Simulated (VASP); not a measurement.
Input of a VASP 6.6.1 run:

Contents of INCAR:

```
SYSTEM = SiC
ALGO = Normal ; EDIFF = 1E-6
EDIFFG = -0.01 ; ENCUT = 600
GGA = PS ; IBRION = 2
ISIF = 3 ; ISMEAR = 0
KPAR = 4 ; LASPH = .True.
LCHARG = .False. ; LREAL = .False.
LWAVE = .False. ; NELM = 80
NSW = 90 ; PREC = Accurate
SIGMA = 0.03
```

Contents of KPOINTS:

```
k-points
0
Gamma
  12 12 3
  0 0 0
```

Contents of POSCAR:

```
SiC
1.0
    3.0756941497      0.0000000000      0.0000000000
   -1.5378470748      2.6636292679      0.0000000000
    0.0000000000      0.0000000000     10.0706464800
Si C
4 4
Direct
    0.6666666700      0.3333333300      0.9378419800
    0.3333333300      0.6666666700      0.4378419800
    0.0000000000      0.0000000000      0.6878943800
    0.0000000000      0.0000000000      0.1878943800
    0.6666666700      0.3333333300      0.7498025900
    0.3333333300      0.6666666700      0.2498025900
    0.0000000000      0.0000000000      0.5004600500
    0.0000000000      0.0000000000      0.0004600500
```

Potentials or basis: VASP PAW PBE potentials, release 64 (Si, C).

Run with:

```bash
$ cat potpaw_PBE.64/Si/POTCAR potpaw_PBE.64/C/POTCAR > POTCAR
$ mpirun -np 4 vasp_std > vasp.out
```

(1) Predict the space group after relaxing (to 0.05 Å).

(2) Estimate the relaxed cell.

Results:

(1) P6_3mc (No. 186).

(2) a = 3.079 Å, b = 3.079 Å, c = 10.080 Å, α = 90.00°, β = 90.00°, γ = 120.00°.
